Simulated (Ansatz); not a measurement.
# TaN: the cost of one run

Method: DFT PBEsol, scalar-relativistic, plane waves, PAW, in Ansatz 0.2.0.

1 further run of the same task is left out (set aside as unsound or not needed).

## 1. The system as given

The structure is hexagonal, space group P-6m2 (No. 187). The conventional cell has a = 2.924 Å, b = 2.924 Å, c = 2.871 Å, α = 90.00°, β = 90.00°, γ = 120.00°. Ta (site symmetry -6m2) has 6 N at 2.22 Å as nearest neighbours. N (site symmetry -6m2) has 6 Ta at 2.22 Å as nearest neighbours.

Coordinates:

```
Ta N
1.0
     2.92399    0.00000    0.00000
    -1.46199    2.53225    0.00000
     0.00000    0.00000    2.87073
Ta N
1 1
Direct
  0.33333 0.66667 0.50000
  0.00000 0.00000 0.00000
```

It is the result of an earlier relaxation at this level (volume 10.63 Å³/atom; gap on the mesh: none (metal)).

## 2. Bands, states and charges

Contents of input.yaml:

```yaml
crystal:
  lattice:
    - [2.938, 0.0, 0.0]
    - [-1.469, 2.5443826363, 0.0]
    - [0.0, 0.0, 2.883]
  atoms:
    - { symbol: Ta, position: [0.3333333333, 0.6666666667, 0.5], spin: 1.0 }
    - { symbol: "N", position: [0.0, 0.0, 0.0] }
basis:
  ecutwfc: 420
kpoints:
  mp_grid: { grid: [6, 6, 6] }
hamiltonian:
  xc: pbesol
scf:
  occupations: { method: gaussian, width: 0.1 }
  lower_state_search: "off"
output:
  forces: true
  stress: true
  eigenvalues: true
  populations: true
magnetization:
  spin_polarized: true
```

Launch:

```sh
ansatz run input.yaml --threads 1 --pin off --max-ram 2560MiB --backend cpu --events-out ev --progress --plain --runs-dir out
```

**Question.** How long does this run take on 1 thread of Intel Xeon 6975P-C (Granite Rapids), shared host, and how much memory does it need?

About 1.7 s, with a peak of 0.33 GiB.
